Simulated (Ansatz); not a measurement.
Ansatz input

```yaml
crystal:
  lattice:
    - [0.0, 1.8205285025, 1.8205285025]
    - [1.8205285025, 0.0, 1.8205285025]
    - [1.8205285025, 1.8205285025, 0.0]
  atoms:
    - { symbol: Cr, position: [0.0, 0.0, 0.0], spin: 1.5 }
hamiltonian:
  xc: revpbe
  pseudopotentials:
    kind: paw
    azcp:
      Cr: "pseudopotentials/Cr.paw.azcp"
basis:
  ecutwfc: 420
  fft_grid_basis: typed
kpoints:
  mp_grid: { grid: [24, 24, 24], shift: [0, 0, 0] }
magnetization:
  spin_polarized: true
scf:
  occupations: { method: fermi_dirac, width: 0.05 }
```

Output

```
Engine: ansatz 0.2.0, x86_64-unknown-linux-gnu
Pseudopotentials: kind: paw
Pseudopotential: Cr, paw, valence charge 14, recommended cutoff 420 eV (normal) 
Functional definition: revPBE
  parameter kappa = 1.245
  parameter beta = 0.06672455060314922
  exchange = pbe_x(kappa = kappa, mu = beta*pi^2/3)
  correlation = pbe_c(beta = beta)
Crystal: 1 atoms, lattice volume = 12.068 Å³
Basis set: ecut = 420 eV, 259 PW (Γ)
Bands: 12, of which v1, the nominal top of the filled ones, is band 7 counted from 1 (6 counted from 0)
Symmetry: 48 space group operations
Space group: Fm-3m (ITA 225), of the structure as read, at distance tolerance 2.3e-5 Å
Magnetic group: BNS 225.116 (UNI 1618), of the structure as read, at distance tolerance 2.3e-5 Å
k-points: 413 of 13824
Non-local potential: Cr, projectors of the file, l = 0: 3, l = 1: 2, l = 2: 3, l = 3: 1
PAW form: soft (Blöchl's): semilocal exchange-correlation on the pseudo side does not see the compensation charge
PAW frozen core: Cr, regenerated for the run's functional, and the local potential with it (the file was generated under x = pbe(κ = 0.804, μ = 0.2195149727645171), c = pbe(β = 0.06672455060314922))
PAW one-centre angular grid: Cr, 590 points (default); XC on 64 Gauss nodes
Initial density: superposition of atomic densities (chi_scale 0.1, normalization cell)
Starting moments: Σ|m| = 1.5 μB on 1 of 1 site
Initial wavefunctions: pseudopotential atomic-orbital guess
Functional: x = revpbe(κ = 1.245, μ = 0.2195149727645171), c = pbe(β = 0.06672455060314922)
SCF iter   1: F=—  HF=-3382.830115 eV  |F-HF|=—  |Δ(HF+E_count)|=         —  Δρ=2.03e-1 (↑2.03e-1 ↓6.10e-2)  dr2=5.30e0  dr2_m=1.03e0  M=0.329 μB ∫|m|=0.329 μB  β_m=0.30  ethr=3.10e-3  ⟨swp⟩=3.9  Hψ=46336  notcnv=0
Mixer restart at iter 1: flushing history
SCF iter   2: F=—  HF=-3380.709642 eV  |F-HF|=—  |Δ(HF+E_count)|=    2.12e0  Δρ=7.44e-2 (↑7.44e-2 ↓4.97e-2)  dr2=2.44e-1  dr2_m=3.69e-1  M=0.414 μB ∫|m|=0.414 μB  β_m=0.36  ethr=3.10e-3  ⟨swp⟩=2.0  Hψ=26169  notcnv=0  defer=268
SCF iter   3: F=—  HF=-3380.577302 eV  |F-HF|=—  |Δ(HF+E_count)|=   1.32e-1  Δρ=3.91e-2 (↑3.79e-2 ↓3.91e-2)  dr2=2.30e-2  dr2_m=1.49e-1  M=0.349 μB ∫|m|=0.349 μB  β_m=0.67  ethr=1.74e-3  ⟨swp⟩=2.0  Hψ=16227  notcnv=0  defer=248
SCF iter   4: F=—  HF=-3380.559125 eV  |F-HF|=—  |Δ(HF+E_count)|=   1.82e-2  Δρ=9.77e-3 (↑9.71e-3 ↓9.77e-3)  dr2=7.23e-4  dr2_m=1.01e-2  M=0.107 μB ∫|m|=0.107 μB  β_m=0.84  ethr=1.64e-4  ⟨swp⟩=2.5  Hψ=19459  notcnv=0  defer=248
SCF iter   5: F=—  HF=-3380.557880 eV  |F-HF|=—  |Δ(HF+E_count)|=   1.24e-3  Δρ=3.18e-3 (↑3.18e-3 ↓3.18e-3)  dr2=4.90e-5  dr2_m=1.07e-3  M=-0.035 μB ∫|m|=0.035 μB  β_m=0.80  ethr=5.17e-6  ⟨swp⟩=2.0  Hψ=17536  notcnv=0  defer=248
...
SCF 1 converged in 11 iterations: F = -3380.558025 eV  dr2 = 5.83e-14
...
iter 15 did not close the SCF: its close was put off for a magnetic moment that had not settled (scf_convergence_deferred on its scf_iter line)
SCF iter  15: F=-3380.558025 eV  HF=-3380.558025 eV  |F-HF|=5.63e-9  |Δ(HF+E_count)|=   5.23e-6  Δρ=3.29e-5 (↑3.29e-5 ↓1.73e-5)  dr2=7.26e-8  dr2_m=5.07e-8  M=-0.000 μB ∫|m|=0.000 μB  β_m=0.99  ethr=7.14e-10  ⟨swp⟩=1.0  Hψ=28787  notcnv=0
iter 16 did not close the SCF: its close was put off for a magnetic moment that had not settled (scf_convergence_deferred on its scf_iter line)
SCF iter  16: F=-3380.558025 eV  HF=-3380.558025 eV  |F-HF|=7.16e-10  |Δ(HF+E_count)|=   9.94e-8  Δρ=1.28e-5 (↑6.96e-6 ↓1.28e-5)  dr2=4.15e-9  dr2_m=1.01e-8  M=-0.000 μB ∫|m|=0.000 μB  β_m=0.99  ethr=5.19e-10  ⟨swp⟩=1.0  Hψ=28789  notcnv=0
iter 17 did not close the SCF: its close was put off for a magnetic moment that had not settled (scf_convergence_deferred on its scf_iter line)
SCF iter  17: F=-3380.558025 eV  HF=-3380.558025 eV  |F-HF|=4.68e-11  |Δ(HF+E_count)|=   1.15e-8  Δρ=1.43e-6 (↑1.19e-6 ↓1.43e-6)  dr2=8.25e-11  dr2_m=1.43e-10  M=-0.000 μB ∫|m|=0.000 μB  β_m=0.99  ethr=2.97e-11  ⟨swp⟩=1.0  Hψ=26652  notcnv=0
SCF iter  18: F=-3380.558025 eV  HF=-3380.558025 eV  |F-HF|=9.09e-13  |Δ(HF+E_count)|=  2.06e-10  Δρ=2.63e-7 (↑2.63e-7 ↓2.06e-7)  dr2=4.26e-13  dr2_m=6.03e-12  M=0.000 μB ∫|m|=0.000 μB  ethr=1.00e-12  ⟨swp⟩=1.0  Hψ=27325  notcnv=0
SCF 2 converged in 18 iterations: F = -3380.558025 eV  dr2 = 4.26e-13
WARN: the starting moments were not kept: the SCF closed with an absolute magnetisation of 2.3e-8 μB, where they sum to 1.5 μB in size (1 site). That is at most 0.1 of that sum. Measured as dr2_m measures the in/out step, that magnetisation stands 1.5e-16 eV from none, at or under the dr2_threshold of 1.0e-7 eV: it is no larger than a step whose dr2_m would equal this threshold. The system may hold no moment; this SCF shows only that its start led to no more than that. To try another start: raise the starting moments (crystal.atoms[].spin, magnetization.per_species, magnetization.initial_magnetization, or on a non-collinear deck that types none of these the spinor_matrix: blocks that start its atoms; where the total moment is fixed, keep their sum and leave initial_magnetization as it is; typed ones take the place of any that the run laid by itself, positive ones on a crystal's lanthanoids without a Hubbard term where scf.initial_density.shell_occupations: [] is typed) or, if the notice of its spin-set hold's release reads "site moments contracting" or "site moments show no strong build", lengthen the hold (scf.mixing.spin_hold: { on: { confirm: 4 } }; for m-r²SCAN on two components see the key's manual first). Each may lead to a state that holds a moment. A second SCF, from the converged charge density, with the starting moments and any scf.initial_density.shell_occupations laid on it anew, would have followed, and was not run: the deck does not ask for one (magnetization.retry_lost_moments is false, the default). To let it run, set magnetization.retry_lost_moments: true and run the deck again, where that key's refused combinations let it; where memory then withholds it, that run's warning says so.
SCF converged after 11 iterations
Magnetization: -0.0000 μB (7.0000 up, 7.0000 down)
Absolute magnetization: 0.0000 μB (∫|ρ↑−ρ↓|, with the PAW one-centre terms)
Spin contamination: 0.0000 ħ² per cell (⟨S²⟩ above its minimum at these occupations)
Per-site moments (μB) at R_I (Å): [(-5.524384576975227e-9, 1.062029140805441)]
Free energy (F): -3380.558025 eV
Harris-Foulkes:  -3380.558025 eV  (|F-HF|=9.09e-13)
Internal energy: -3380.542448 eV  (E = F + TS)
E sigma→0 (E₀):  -3380.550236 eV
Entropy (-TS):   -0.015577 eV (-15.577 meV/atom)
Fermi energy:    18.307581 eV
--- Per-component energies (eV) ---
  E_band       = -154.949229
  E_kinetic    = 342.748385
  E_local      = -1214.386495  (includes V_loc(G=0)·N_el)
  E_nonlocal   = 78.090759
  E_hartree    = 527.947829
  E_xc         = -139.897047
  E_vxc        = -178.276543  (∫ρ·V_xc dr)
  E_paw        = -1198.053770  (= ΣΔE_a)
  E_vpaw       = -239.021291  (= ΣTr[D̂ρ^β])
  E_aug_tail   = 0.000310  (compensation charges beyond the density's cutoff)
  E_ewald      = -1776.955993
  E_core_change = -0.036424  (= ΣΔE_core)
  E_smearing   = -0.015577  (= −TS)
  E_closure    = 0.000000  (closes the sum)
  Σ components = -3380.558025   (vs F -3380.558025, Δ=0.00e0)
```

Command:

```sh
ansatz run input.yaml --threads 2 --pin off --max-ram 5120MiB --backend cpu --events-out ev --progress --plain --runs-dir out
```

On 2 threads of AMD EPYC 7B13 (Zen 3) (shared host) this took about 10 s of wall time and 19 s of CPU time.
